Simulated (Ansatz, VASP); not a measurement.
**One calculation of Ni, two programs**

```
CELL_PARAMETERS angstrom
0.00000 1.73757 1.73757
1.73757 0.00000 1.73757
1.73757 1.73757 0.00000
ATOMIC_POSITIONS crystal
Ni 0.00000 0.00000 0.00000
```

Alike in both runs: task relaxation of cell and atoms; functional LDA; k mesh 13 × 13 × 13; occupations fermi-dirac, width 0.05 eV; collinear spin, ferromagnetic start.

|  | VASP | Ansatz |
| --- | --- | --- |
| version | VASP 6.6.1 | Ansatz 0.2.0 |
| potentials or method | VASP PAW LDA potentials, release 64 (Ni) | Ansatz PAW |
| plane-wave cutoff (eV) | 600 | 420 |
| valence electrons in the cell | 10 | 18 |

```tsv
	VASP	Ansatz	Ansatz less VASP
net moment per atom (μB)	0.61	0.62	+0.006
size of the moment on the site where the two differ most (μB)	0.61	0.64	+0.031
relaxed volume (Å³/atom)	10.02	10.04	+0.012
relaxed cell length with the largest relative difference (Å)	2.420	2.421	+0.0010
energy change over the relaxation (meV/atom)	-15	-15	+0.3
```

Site moments also hang on the region over which each program counts them. The two sets of potentials don't hold the same shells in valence.

Caveats: the plane-wave basis is chosen anew once the cell has moved, so the energies of steps on either side of that aren't comparable (Ansatz); the PAW data sets come from PBE, with cores solved anew for the run's functional, which leaves a small shift of forces and pressure (Ansatz).
